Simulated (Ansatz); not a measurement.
Fluorite SrF2, treated with PBEsol in Ansatz (PAW).

Numerical settings: plane-wave cutoff 520 eV, 10×10×10 k mesh, Fermi–Dirac smearing 0.01 eV, scalar-relativistic PAW data made under PBE.

Energies at three volumes about the minimum:

```
V (Å³/atom)  E − E_lowest (meV/atom)
-----------  -----------------------
15.591                          1.50
15.909                          0.00
16.228                          1.40
```

Problem. Fit a parabola by hand: where is the minimum, what lattice constant follows, and what is the bulk modulus?

Solution. Slopes: (0.00 − 1.50)/(15.909 − 15.591) = -4.717 and (1.40 − 0.00)/(16.228 − 15.909) = 4.389 meV/Å³. Curvature E″ = 2 × (4.389 − (-4.717))/(16.228 − 15.591) = 28.590 meV/Å⁶. From the middle of the first interval, the slope vanishes at V0 = 15.7500 − (-4.717)/28.590 = 15.915 Å³/atom. B = V0 E″ = 15.915 × 28.590 meV/Å³ × 0.1602 GPa per meV/Å³ = 72.9 GPa. With 12 atoms in the cube, a = (12 × 15.915)^(1/3) = 5.759 Å. The full Birch–Murnaghan fit to all volumes gives V0 = 15.909 Å³/atom and B0 = 72.9 GPa.

Measured, for comparison: bulk modulus 69 GPa (temperature not stated, no zero-point or thermal correction; as tabulated in On the Morphology of Group II Metal Fluoride Nanocrystals at Finite Temperature …). Computed (rounded) less measured: bulk modulus +6 %. A static lattice is as a rule a little smaller and stiffer than an uncorrected measurement, which narrows the difference in the bulk modulus and would widen misses of the other sign.

Ansatz is a program for electronic structure.
